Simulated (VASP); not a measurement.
# InPd (Fm-3m) in VASP: a series of runs, part 2 of 2

VASP 6.6.1. The steps go on from the part before.

## 3. Relaxation of cell and atoms, r2SCAN+rVV10

The input, INCAR:

```
SYSTEM = InPd
ALGO     = Normal         ! electronic algorithm
BPARAM   = 11.95        
CPARAM   = 0.0093       
EDIFF    = 1E-7           ! SCF threshold, eV
EDIFFG   = -0.01          ! ionic threshold
ENCUT    = 600            ! plane-wave cutoff, eV
IBRION   = 2              ! ionic algorithm
ISIF     = 3              ! what is computed and relaxed
ISMEAR   = -1             ! smearing method
IVDW_NL  = 2            
LASPH    = .TRUE.         ! aspherical terms in the spheres
LCHARG   = .FALSE.        ! write CHGCAR
LMIXTAU  = .TRUE.       
LREAL    = .FALSE.        ! projectors in reciprocal space
LUSE_VDW = .TRUE.       
LWAVE    = .FALSE.        ! write WAVECAR
METAGGA  = R2SCAN         ! meta-GGA
NELM     = 80             ! most SCF steps
NSW      = 40             ! ionic steps
PREC     = Accurate       ! precision mode
SIGMA    = 0.05           ! smearing width, eV
```

The input, KPOINTS:

```
k-points
0
G
  8 8 8
  0 0 0
```

The input, POSCAR:

```
InPd
1.0
    0.0000000000      2.7460700000      2.7460700000
    2.7460700000      0.0000000000      2.7460700000
    2.7460700000      2.7460700000      0.0000000000
In Pd
1 1
Direct
    0.0000000000      0.0000000000      0.0000000000
    0.5000000000      0.5000000000      0.5000000000
```

Potentials or basis: VASP PAW PBE potentials, release 64 (In_d, Pd).

The run is started by

```console
$ cat potpaw_PBE.64/In_d/POTCAR potpaw_PBE.64/Pd/POTCAR > POTCAR
$ mpirun -np 1 vasp_std > vasp.out
```

OUTCAR:

```text
SYSTEM = InPd
   BPARAM = 11.95
   EDIFF = 1E-7
   EDIFFG = -0.01
   ENCUT = 600
   IBRION = 2
   ISIF = 3
   ISMEAR = -1
   IVDW_NL = 2
   LASPH = .TRUE.
   LREAL = .FALSE.
   METAGGA = R2SCAN
   NELM = 80
   NSW = 40
   PREC = Accurate

 ion  position               nearest neighbor table
   1  0.000  0.000  0.000-   2 2.75   2 2.75   2 2.75   2 2.75   2 2.75   2 2.75
   2  0.500  0.500  0.500-   1 2.75   1 2.75   1 2.75   1 2.75   1 2.75   1 2.75

  LATTYP: Found a face centered cubic cell.
 ALAT       =     5.4921400000

  Lattice vectors:

 A1 = (   0.0000000000,   2.7460700000,   2.7460700000)
 A2 = (   2.7460700000,   0.0000000000,   2.7460700000)
 A3 = (   2.7460700000,   2.7460700000,   0.0000000000)

Analysis of symmetry for initial positions (statically):
=====================================================================
 Subroutine PRICEL returns:
 Original cell was already a primitive cell.

 Routine SETGRP: Setting up the symmetry group for a
 face centered cubic supercell.

 Subroutine GETGRP returns: Found 48 space group operations
 (whereof 48 operations were pure point group operations)
 out of a pool of 48 trial point group operations.

The static configuration has the point symmetry O_h .

Analysis of symmetry for dynamics (positions and initial velocities):
=====================================================================
 Subroutine PRICEL returns:
 Original cell was already a primitive cell.

 Routine SETGRP: Setting up the symmetry group for a
 face centered cubic supercell.

 Subroutine GETGRP returns: Found 48 space group operations
 (whereof 48 operations were pure point group operations)
 out of a pool of 48 trial point group operations.

The dynamic configuration has the point symmetry O_h .

 Subroutine INISYM returns: Found 48 space group operations
 (whereof 48 operations are pure point group operations),
 and found     1 'primitive' translations

----------------------------------------------------------------------------------------

                                     Primitive cell

  volume of cell :      41.4157

  direct lattice vectors                    reciprocal lattice vectors
     0.000000000  2.746070000  2.746070000    -0.182078388  0.182078388  0.182078388
     2.746070000  0.000000000  2.746070000     0.182078388 -0.182078388  0.182078388
     2.746070000  2.746070000  0.000000000     0.182078388  0.182078388 -0.182078388

  length of vectors
     3.883529437  3.883529437  3.883529437     0.315369020  0.315369020  0.315369020

  position of ions in fractional coordinates (direct lattice)
     0.000000000  0.000000000  0.000000000
     0.500000000  0.500000000  0.500000000

  ion indices of the primitive-cell ions
   primitive index   ion index
                 1           1
                 2           2

----------------------------------------------------------------------------------------

 KPOINTS: k-points

Automatic generation of k-mesh.
 Grid dimensions read from file:
 generate k-points for:    8    8    8

 Generating k-lattice:

  Cartesian coordinates                     Fractional coordinates (reciprocal lattice)
[... 54 lines left out ...]
   ISPIN  =      1    spin polarized calculation?
   LNONCOLLINEAR =      F non collinear calculations
   LSORBIT =      F    spin-orbit coupling
   LASPH  =      T    aspherical Exc in radial PAW
   ENCUT  =  600.0 eV  44.10 Ry    6.64 a.u.   7.76  7.76  7.76*2*pi/ulx,y,z
   NELM   =     80;   NELMIN=  2; NELMDL= -5     # of ELM steps
   EDIFF  = 0.1E-06   stopping-criterion for ELM
   LREAL  =      F    real-space projection
   EDIFFG = -.1E-01   stopping-criterion for IOM
   NSW    =     40    number of steps for IOM
   IBRION =      2    ionic relax: 0-MD 1-quasi-New 2-CG
   NFREE  =      1    steps in history (QN), initial steepest desc. (CG)
   ISIF   =      3    stress and relaxation
   ISYM   =      2    0-nonsym 1-usesym 2-fastsym
   POTIM  = 0.5000    time-step for ionic-motion
   TEBEG  =    0.0;   TEEND  =   0.0 temperature during run
   PSTRESS=    0.0 pullay stress
   NELECT =      23.0000    total number of electrons
   NUPDOWN=      -1.0000    fix difference up-down
   EMIN   =  10.00;   EMAX   =-10.00  energy-range for DOS
   EFERMI =   0.00;   METHOD = LEGACY
   ISMEAR =    -1;   SIGMA  =   0.05  broadening in eV -4-tet -1-fermi 0-gaus
   EFERMI_NEDOS =   21; number of points for ismear=-14 and -15
   IALGO  =     38    algorithm
   IMIX   =      4    mixing-type and parameters
     AMIX     =   0.40;   BMIX     =  1.00
     AMIX_MAG =   1.60;   BMIX_MAG =  1.00
  volume/ion in A,a.u.               =      20.71       139.74
  Fermi-wavevector in a.u.,A,eV,Ry     =   1.345641  2.542893 24.636741  1.810749
  Thomas-Fermi vector in A             =   2.473537
   LORBIT       =      0    0 simple, 1 ext, 2 COOP (PROOUT), +10 PAW based schemes
   METAGGA = R2SCAN    functional components
   LHFCALC =     F    Hartree Fock is set to
   AEXX    =    0.0000 exact exchange contribution
   IVDW_NL    =     2    kernel type
   BPARAM     =11.9500
   IVDW    =     0    specifies the selected vdW correction
   LEPSILON=     F    determine dielectric tensor
   LRPA    =     F    only Hartree local field effects (RPA)
 conjugate gradient relaxation of ions
 non-spin polarized calculation
  energy-cutoff  :      600.00
  volume of cell :       41.42
 maximum number of plane-waves:      1411
   NGX = 15   NGY = 15   NGZ = 15

--------------------------------------- Ionic step        1  -------------------------------------------

 number of electron      22.9999996 magnetization

 Free energy of the ion-electron system (eV)
  ---------------------------------------------------
  ext. energy  EPLUGINS =         0.00000000
  ---------------------------------------------------
  free energy    TOTEN  =       -45.48290783 eV

  energy without entropy =      -45.47371518  energy(sigma->0) =      -45.47831151

------------------------ aborting loop because EDIFF is reached ----------------------------------------

  FORCE on cell =-STRESS in cart. coord.  units (eV):
  Direction    XX          YY          ZZ          XY          YZ          ZX
  --------------------------------------------------------------------------------------
  -------------------------------------------------------------------------------------
  Total       -0.9828981     -0.9828981     -0.9828981     -0.0000000     -0.0000000      0.0000000
  in kB      -38.0236891    -38.0236891    -38.0236891     -0.0000000     -0.0000000      0.0000000
  external PRESSURE =     -38.0236891 kB  Pullay stress =       0.0000000 kB
[... 59 lines left out ...]
--------------------------------------- Ionic step        3  -------------------------------------------

 number of electron      23.0000002 magnetization

 Free energy of the ion-electron system (eV)
  ---------------------------------------------------
  ext. energy  EPLUGINS =         0.00000000
  ---------------------------------------------------
  free energy    TOTEN  =       -45.50357768 eV

  energy without entropy =      -45.49503723  energy(sigma->0) =      -45.49930746

 E-fermi :   8.6862     XC(G=0): -12.2723

 val. band max:        8.6762050015   @ k =   0.5000   0.5000   0.0000
 cond. band min:       8.6945870202   @ k =  -0.3750   0.5000   0.1250
 fundamental gap:      0.0183820187
 Fermi energy:         8.6861595735

 k-point     1 :       0.0000    0.0000    0.0000
  band No.  band energies     occupation
      1      -6.6102      2.00000
      2      -6.6102      2.00000
      3      -6.4841      2.00000
      4      -6.4841      2.00000
      5      -6.4841      2.00000
      6      -0.7647      2.00000
      7       5.4667      2.00000
      8       5.4667      2.00000
      9       5.4667      2.00000
     10       5.7984      2.00000
     11       5.7984      2.00000
     12      14.4344      0.00000
     13      14.4344      0.00000
     14      14.4344      0.00000
[... 401 lines left out ...]
      2      -6.5120      2.00000
      3      -6.4374      2.00000
      4      -6.3994      2.00000
      5      -6.3475      2.00000
      6       2.8073      2.00000
      7       3.9902      2.00000
      8       4.9267      2.00000
      9       4.9715      2.00000
     10       5.9239      2.00000
     11       6.4599      2.00000
     12       7.2081      2.00000
     13      12.0334      0.00000
     14      12.2194      0.00000
     15      17.6381      0.00000

 [... further k-points ...]

------------------------ aborting loop because EDIFF is reached ----------------------------------------

  FORCE on cell =-STRESS in cart. coord.  units (eV):
  Direction    XX          YY          ZZ          XY          YZ          ZX
  --------------------------------------------------------------------------------------
  -------------------------------------------------------------------------------------
  Total        0.0008433      0.0008433      0.0008433     -0.0000000     -0.0000000      0.0000000
  in kB        0.0339840      0.0339840      0.0339840     -0.0000000     -0.0000000      0.0000000
  external PRESSURE =       0.0339840 kB  Pullay stress =       0.0000000 kB
[... 17 lines left out ...]
  FREE ENERGIE OF THE ION-ELECTRON SYSTEM (eV)
  ---------------------------------------------------
  free  energy   TOTEN  =       -45.5035776810 eV

  energy  without entropy=      -45.4950372295  energy(sigma->0) =      -45.49930746

 reached required accuracy - stopping structural energy minimisation
```

It took 6.6 min on 1 thread of Intel Xeon Platinum 8488C (Sapphire Rapids), shared host; peak memory 0.33 GiB.

Results:

```
Free energy                            : -45.5036 eV
Relaxed volume                         : 19.88 Å³/atom
Relaxed cell                           : a = 3.831 Å, b = 3.831 Å, c = 3.831 Å, α = 60.00°, β = 60.00°, γ = 60.00°
Space group after relaxing (to 0.05 Å) : Fm-3m (No. 225)
Energy gained by relaxing              : 10.3 meV/atom
Ionic steps                            : 3
Pressure after relaxing                : 0.0 GPa
Band gap on the k mesh                 : none (metal or under the smearing width)
```

The path:
```tsv
step	energy change (eV)	largest force (eV/Å)	pressure (GPa)	volume (Å³)
1	0.0000	0.0000	-3.80	41.42
2	-0.0078	0.0000	3.50	38.54
3	-0.0207	0.0000	0.00	39.76
```

Final structure:
```xyz
2
Lattice="0.0000 2.7089 2.7089 2.7089 0.0000 2.7089 2.7089 2.7089 0.0000" Properties=species:S:1:pos:R:3 pbc="T T T"
In    0.0000    0.0000    0.0000
Pd    2.7089    2.7089    2.7089
```

Levels at points of the mesh, in eV from the Fermi level:
```
           k point  band 8  band 9  band 10  band 11  band 12  band 13  band 14  band 15
(0.00, 0.00, 0.00)   -3.22   -3.22    -2.89    -2.89     5.75     5.75     5.75     9.34
(0.50, 0.00, 0.00)   -4.02   -4.02    -2.80    -2.80    -1.59     7.82     7.82     7.94
(0.50, 0.50, 0.00)   -2.84   -2.66    -2.57    -2.57    -0.01     1.45     1.45     5.17
```

Caveat: the PAW data sets were made with another functional, which shifts forces and pressure a little; pairwise dispersion overbinds metals, which lowers pressure and volume.

## 4. Relaxation of cell and atoms, PBE

The input, INCAR:

```
SYSTEM = InPd
  ALGO = Fast
  EDIFF = 1E-6
  EDIFFG = -0.005
  ENCUT = 600
  GGA = PE
  IBRION = 2
  ISIF = 3
  ISMEAR = -1
  LASPH = .TRUE.
  LCHARG = .FALSE.
  LREAL = .FALSE.
  LWAVE = .FALSE.
  NELM = 100
  NSW = 40
  PREC = Accurate
  PSTRESS = 0
  SIGMA = 0.05
```

KPOINTS is that of step 3.

POSCAR is that of step 3.

The run is started by

```console
$ cat potpaw_PBE.64/In_d/POTCAR potpaw_PBE.64/Pd/POTCAR > POTCAR
$ mpirun -np 1 vasp_std > vasp.out
```

Run time: 30 s. Hardware: 1 thread of AMD EPYC 9R45 (Zen 5), shared host; peak memory 0.17 GiB.

The run converged. Its results:

- Free energy: -8.2944 eV
- Relaxed volume: 20.76 Å³/atom
- Relaxed cell: a = 3.887 Å, b = 3.887 Å, c = 3.887 Å, α = 60.00°, β = 60.00°, γ = 60.00°
- Space group after relaxing (to 0.05 Å): Fm-3m (No. 225)
- Energy gained by relaxing: 0.0 meV/atom
- Ionic steps: 3
- Pressure after relaxing: 0.0 GPa
- Band gap on the k mesh: none (metal or under the smearing width)

Final structure:
```xyz
2
Lattice="0.0000 2.7484 2.7484 2.7484 0.0000 2.7484 2.7484 2.7484 0.0000" Properties=species:S:1:pos:R:3 pbc="T T T"
In    0.0000    0.0000    0.0000
Pd    2.7484    2.7484    2.7484
```

Levels at points of the mesh, in eV from the Fermi level:
```tsv
k point	band 9	band 10	band 11	band 12	band 13	band 14
(0.00, 0.00, 0.00)	-2.83	-2.59	-2.59	5.38	5.38	5.38
(0.50, 0.00, 0.00)	-3.57	-2.45	-2.45	-1.38	7.26	7.26
(0.50, 0.50, 0.00)	-2.38	-2.24	-2.24	-0.05	1.46	1.46
```

## 5. Relaxation of cell and atoms, SCAN

The input, INCAR:

```
PREC = Accurate ; ENCUT = 600
EDIFF = 1E-7 ; ISMEAR = -1
SIGMA = 0.05 ; LREAL = F
LASPH = T ; NELM = 80
ALGO = Normal ; ISIF = 3
LWAVE = F ; LCHARG = F
METAGGA = SCAN ; LMIXTAU = T
IBRION = 2 ; NSW = 60
EDIFFG = -0.005
```

The input, KPOINTS:

```
Automatic mesh
0
Gamma
  8 8 8
```

POSCAR is that of step 4.

The run is started by

```console
$ cat potpaw_PBE.64/In_d/POTCAR potpaw_PBE.64/Pd/POTCAR > POTCAR
$ mpirun -np 1 vasp_std > vasp.out
```

It took 6 min on 1 thread of AMD EPYC 9R45 (Zen 5), shared host; peak memory 0.19 GiB.

It converged, with:

```
Free energy                            : -66.6776 eV
Relaxed volume                         : 19.84 Å³/atom
Relaxed cell                           : a = 3.829 Å, b = 3.829 Å, c = 3.829 Å, α = 60.00°, β = 60.00°, γ = 60.00°
Space group after relaxing (to 0.05 Å) : Fm-3m (No. 225)
Energy gained by relaxing              : 10.3 meV/atom
Ionic steps                            : 4
Pressure after relaxing                : 0.0 GPa
Band gap on the k mesh                 : none (metal or under the smearing width)
```

The path:
```csv
step,energy change (eV),largest force (eV/Å),pressure (GPa),volume (Å³)
1,0.0000,0.0000,-4.04,41.42
2,-0.0037,0.0000,3.74,38.36
3,-0.0207,0.0000,-0.34,39.81
4,-0.0206,0.0000,-0.01,39.69
```

Final structure:
```cif
data_structure
_symmetry_space_group_name_H-M 'P 1'
_symmetry_Int_Tables_number 1
_cell_length_a 3.8287
_cell_length_b 3.8287
_cell_length_c 3.8287
_cell_angle_alpha 60.000
_cell_angle_beta 60.000
_cell_angle_gamma 60.000
_cell_volume 39.69
loop_
_atom_site_label
_atom_site_type_symbol
_atom_site_fract_x
_atom_site_fract_y
_atom_site_fract_z
_atom_site_occupancy
In1 In 0.00000 0.00000 0.00000 1
Pd1 Pd 0.50000 0.50000 0.50000 1
```

Levels at points of the mesh, in eV from the Fermi level:
```tsv
k point	band 9	band 10	band 11	band 12	band 13	band 14
(0.00, 0.00, 0.00)	-3.20	-2.83	-2.83	5.70	5.70	5.70
(0.50, 0.00, 0.00)	-3.99	-2.78	-2.78	-1.60	7.87	7.87
(0.50, 0.50, 0.00)	-2.60	-2.56	-2.56	0.02	1.44	1.44
```

Caveat: the PAW data sets were made with another functional, which shifts forces and pressure a little.

## 6. Relaxation of cell and atoms, optB88-vdW

The input, INCAR:

```
PREC = Accurate ; ENCUT = 600
EDIFF = 1E-7 ; ISMEAR = -1
SIGMA = 0.05 ; LREAL = F
LASPH = T ; NELM = 80
ALGO = Fast ; ISIF = 3
LWAVE = F ; LCHARG = F
GGA = BO ; LUSE_VDW = T
AGGAC = 0.0 ; PARAM1 = 0.1833333333
PARAM2 = 0.22 ; IBRION = 2
NSW = 60 ; EDIFFG = -0.005
```

KPOINTS is that of step 5.

POSCAR is that of step 5.

Potentials or basis: VASP PAW PBE potentials, release 64 (In_d, Pd).

The run is started by

```console
$ cat potpaw_PBE.64/In_d/POTCAR potpaw_PBE.64/Pd/POTCAR > POTCAR
$ mpirun -np 1 vasp_std > vasp.out
```

Run time: 2.6 min. Hardware: 1 thread of AMD EPYC 9R45 (Zen 5), shared host; peak memory 0.38 GiB.

Results (log left out):

```
Free energy                            : -2.1232 eV
Relaxed volume                         : 20.63 Å³/atom
Relaxed cell                           : a = 3.878 Å, b = 3.878 Å, c = 3.878 Å, α = 60.00°, β = 60.00°, γ = 60.00°
Space group after relaxing (to 0.05 Å) : Fm-3m (No. 225)
Energy gained by relaxing              : 0.1 meV/atom
Ionic steps                            : 3
Pressure after relaxing                : 0.0 GPa
Band gap on the k mesh                 : none (metal or under the smearing width)
```

Step by step:
```csv
step,energy change (eV),largest force (eV/Å),pressure (GPa),volume (Å³)
1,0.0000,0.0000,-0.50,41.42
2,0.0001,0.0000,0.46,41.03
3,-0.0002,0.0000,-0.02,41.25
```

Final structure:
```xyz
2
Lattice="0.0000 2.7424 2.7424 2.7424 0.0000 2.7424 2.7424 2.7424 0.0000" Properties=species:S:1:pos:R:3 pbc="T T T"
In    0.0000    0.0000    0.0000
Pd    2.7424    2.7424    2.7424
```

Levels at points of the mesh, in eV from the Fermi level:
| k point | band 8 | band 9 | band 10 | band 11 | band 12 | band 13 | band 14 | band 15 |
| --- | --- | --- | --- | --- | --- | --- | --- | --- |
| (0.00, 0.00, 0.00) | -2.83 | -2.83 | -2.58 | -2.58 | 5.35 | 5.35 | 5.35 | 9.11 |
| (0.50, 0.00, 0.00) | -3.58 | -3.58 | -2.46 | -2.46 | -1.39 | 7.29 | 7.29 | 7.47 |
| (0.50, 0.50, 0.00) | -2.44 | -2.38 | -2.25 | -2.25 | -0.05 | 1.50 | 1.50 | 4.55 |

Caveat: the PAW data sets were made with another functional, which shifts forces and pressure a little.

## 7. For comparison

An earlier run on the cell as given: functional PBE; potentials or basis VASP PAW PBE potentials, release 64 (In_d, Pd); cutoff 520 eV; k mesh 8 × 8 × 8; occupations fermi-dirac, width 0.05 eV; no spin polarisation.

* Pressure: 0.2 GPa
* Band gap on the k mesh: none (metal or under the smearing width)

## 8. Summary

```csv
task,level,cell,cutoff (eV),gap on the mesh (eV),pressure (GPa),relaxed volume (Å³/atom)
relaxation of cell and atoms,r2SCAN+D4,relaxed,600,none,0.0,19.95
relaxation of cell and atoms,r2SCAN+rVV10,relaxed,600,none,0.0,19.88
relaxation of cell and atoms,PBE,relaxed,600,none,0.0,20.76
relaxation of cell and atoms,SCAN,relaxed,600,none,0.0,19.84
relaxation of cell and atoms,optB88-vdW,relaxed,600,none,0.0,20.63
single point,PBE,as given,520,none,0.2,-
```

Alike in all rows: potentials or basis VASP PAW PBE potentials, release 64 (In_d, Pd); no spin polarisation; k mesh 8 × 8 × 8; smearing fermi-dirac 0.05 eV.

Caveats: the PAW data sets were made with another functional, which shifts forces and pressure a little (some runs); pairwise dispersion overbinds metals, which lowers pressure and volume (some runs).

Absolute energies hang on the potentials; compare differences alone.
